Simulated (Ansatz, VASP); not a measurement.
## One calculation of Hf, two programs

The input INCAR:

```
PREC     = Accurate       # precision mode
ENCUT    = 520            # plane-wave cutoff, eV
EDIFF    = 1E-7           # SCF threshold, eV
ISMEAR   = -1             # smearing method
SIGMA    = 0.05           # smearing width, eV
LREAL    = False          # projectors in reciprocal space
LASPH    = True           # aspherical terms in the spheres
NELM     = 100            # most SCF steps
ALGO     = Normal         # electronic algorithm
ISIF     = 2              # what is computed and relaxed
LWAVE    = False          # write WAVECAR
LCHARG   = False          # write CHGCAR
GGA      = PS             # functional
NBANDS   = 17             # bands
```

KPOINTS

```
Automatic mesh
0
Gamma
  10 10 5
```

Contents of POSCAR:

```
Hf
1.0
    3.2387666662      0.0000000000      0.0000000000
   -1.6193833331      2.8048542099      0.0000000000
    0.0000000000      0.0000000000      5.1243576326
Hf
2
Direct
    0.6666666667      0.3333333333      0.7500000000
    0.3333333333      0.6666666667      0.2500000000
```

input.yaml

```yaml
crystal:
  lattice:
    - [3.2387666662, 0.0, 0.0]
    - [-1.6193833331, 2.8048542099, 0.0]
    - [0.0, 0.0, 5.1243576326]
  atoms:
    - { symbol: Hf, position: [0.6666666667, 0.3333333333, 0.75] }
    - { symbol: Hf, position: [0.3333333333, 0.6666666667, 0.25] }
hamiltonian:
  xc: pbesol
  pseudopotentials: { kind: paw }
kpoints:
  mp_grid: { grid: [10, 10, 5] }
scf:
  occupations: { method: fermi_dirac, width: 0.05 }
output:
  forces: true
  stress: true
  eigenvalues: true
  write_density: true
  write_potential: true
  elf: true
  volumetric_format: npy
```

Change from the starting cell: volume scaled by 1.04.

Alike in both runs: task single point; functional PBEsol; k mesh 10 × 10 × 5; occupations fermi-dirac, width 0.05 eV; no spin polarisation.

|  | VASP | Ansatz |
| --- | --- | --- |
| version | VASP 6.6.1 | Ansatz 0.2.0 |
| potentials or method | VASP PAW PBE potentials, release 64 (Hf_pv) | Ansatz PAW |
| plane-wave cutoff (eV) | 520 | 420 |
| valence electrons in the cell | 20 | 52 |

|  | VASP | Ansatz | Ansatz less VASP |
| --- | --- | --- | --- |
| gap on the k mesh at the Fermi level (eV) | none | none | - |
| pressure (GPa) | -7.9 | -7.6 | +0.39 |
| largest component of the traceless stress (GPa) | 0.47 | 0.42 | -0.049 |

A gap of «none» marks a metal or a gap that the smearing closes. The two sets of potentials don't hold the same shells in valence.

Caveats: the PAW data sets were made with another functional, which shifts forces and pressure a little (VASP); the PAW data sets come from PBE, with cores solved anew for the run's functional, which leaves a small shift of forces and pressure (Ansatz). The runs have no spin-orbit coupling, so splittings on Hf are missing.
